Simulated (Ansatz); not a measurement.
# SiC and its competing phases

Theory: Ansatz 0.2.0, DFT PBE, scalar-relativistic, plane waves, PAW. Settings: cutoff 420 eV, Γ-centred meshes spaced at most about 0.3 Å⁻¹, and about 0.25 Å⁻¹ or finer for metals (2π included), Gaussian smearing. No spin polarisation.

The zero of energy is the elements' standard structures at the same level; no fitted shifts are applied.

Temperature and zero-point effects are left out. The reference form of C is held partly by dispersion forces, which this level lacks.

The competitors are the elements and 1 reference phase of this chemical system (from databases or known types: SiC), relaxed at the same level; other known phases may be missing.

The candidate was reached from: 3-, 4-connected net, elements by coordination.

```xyz
4
Lattice="1.9347 -4.8392 0.0000 1.9347 4.8392 0.0000 0.0000 0.0000 3.1612" Properties=species:S:1:pos:R:3 pbc="T T T"
Si    1.9347    3.1225    0.0000
Si    1.9347   -3.1225    0.0000
C     1.9347    4.1535    1.5806
C     1.9347   -4.1535    1.5806
```

Problem. Is it stable, and against what?

Solution. Not the lowest form: another structure of the same formula lies lower. Its formation energy is 0.325 eV/atom. The lowest competing phase at this composition is this:

```
phase       space group             source  share of atoms  ΔE_f (eV/atom)
  SiC  P6_3mc (No. 186)  Materials Project          1.0000          -0.204
```

The candidate lies 0.53 eV/atom above this phase. The candidate matches no cell in the subsets of the Crystallography Open Database and the Materials Project at hand. A phase this far over the hull is unlikely to be made. It holds Si–Si chains (shortest 2.39 Å) and C–C pairs (shortest 1.37 Å).
